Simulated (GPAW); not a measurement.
Input of a GPAW 26.7.0 run:

The input run.py:

```python
from ase.eos import EquationOfState
from ase.io import Trajectory, read
from ase.units import GPa
from gpaw import GPAW, PW

atoms = read('ZnO.xyz')

traj = Trajectory('eos.traj', 'w')
volumes, energies = [], []
for x in [0.94, 0.96, 0.98, 1.0, 1.02, 1.04, 1.06]:
    a = atoms.copy()
    a.set_cell(atoms.cell * x**(1 / 3), scale_atoms=True)
    calc = GPAW(mode=PW(800),
                xc='PBE',
                kpts={'size': (9, 9, 4), 'gamma': True},
                occupations={'name': 'fermi-dirac', 'width': 0.05},
                nbands=31,
                convergence={'density': 1e-05, 'energy': 1e-05},
                maxiter=150,
                txt=f'eos-{x:.2f}.txt')
    a.calc = calc
    energies.append(a.get_potential_energy(force_consistent=True))
    volumes.append(a.get_volume())
    p = -a.get_stress()[:3].mean() / GPa
    calc.write(f'eos-{x:.2f}.gpw')
    traj.write(a)
    print(f'{x:.2f} {volumes[-1]:10.4f} A^3 {energies[-1]:14.6f} eV {p:9.3f} GPa', flush=True)

v0, e0, B = EquationOfState(volumes, energies, eos='birchmurnaghan').fit()
print(f'V0 = {v0:.4f} A^3, E0 = {e0:.6f} eV, B0 = {B / GPa:.2f} GPa')
```

Contents of ZnO.xyz:

```xyz
4
Lattice="3.2879671587 0.0000000000 0.0000000000 -1.6439835793 2.8474630862 0.0000000000 0.0000000000 0.0000000000 7.1304413500" Properties=species:S:1:pos:R:3 pbc="T T T"
Zn     0.0000000000      0.0000000000      1.7826103375
Zn     0.0000000000      0.0000000000      5.3478310125
O      1.6439835795      0.9491543620      5.3478310125
O     -0.0000000001      1.8983087242      1.7826103375
```

Potentials or basis: GPAW PAW data sets (gpaw-data 1.2.1), pw.

Launch:

```sh
$ OMP_NUM_THREADS=1 python run.py
```

Q: What does it give for the bulk modulus at fixed shape and positions?

A: 90 GPa.

Q: What does it give for the equilibrium volume?

A: 16.62 Å³/atom.

Energy against volume, from the lowest point:
```
volume (Å³/atom)  energy (meV/atom)
          15.688              16.41
          16.022               6.51
          16.356               1.19
          16.689               0.00
          17.023               2.51
          17.357               8.34
          17.691              17.17
```

Caveat: the cell was scaled at fixed shape and fractional positions, which overstates the stiffness of a crystal with free parameters, most of all of layers and chains.
